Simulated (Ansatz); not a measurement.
Relaxing CoO in the zincblende type

First guess:

```
CELL_PARAMETERS angstrom
0.00000 2.23228 2.23228
2.23228 0.00000 2.23228
2.23228 2.23228 0.00000
ATOMIC_POSITIONS crystal
Co 0.00000 0.00000 0.00000
O 0.25000 0.25000 0.25000
```

These are results of DFT, PBE, PAW with Ansatz's default frozen-core files, scalar-relativistic (Ansatz 0.2.0), not measurements.

Cell and atoms relax within the symmetry of the start on a 13×13×13 k mesh with 0.05 eV Fermi–Dirac smearing, from parallel moments.

The start is built from a prototype, known or not as a phase of this compound; the cutoff is 420 eV.

Semilocal functionals without U often leave such compounds metallic or with too small a gap, and the real magnetic order may differ.

The magnetic state is the one reached from parallel moments; other orders may lie lower.

Task: What is the pressure of the first guess?

Result: 2.84 GPa.

Task: What does it relax to?

Result: a = 4.499 Å, b = 4.499 Å, c = 4.499 Å, α = 90.00°, β = 90.00°, γ = 90.00° (conventional cell), 11.38 Å³ per atom:
```
CELL_PARAMETERS angstrom
0.00000 2.24956 2.24956
2.24956 0.00000 2.24956
2.24956 2.24956 0.00000
ATOMIC_POSITIONS crystal
Co 0.00000 0.00000 0.00000
O 0.25000 0.25000 0.25000
```

Task: How much energy does the relaxation release?

Result: 2 meV/atom.

Task: What moment does the relaxed primitive cell (2 atoms) carry?

Result: 2.75 μB.
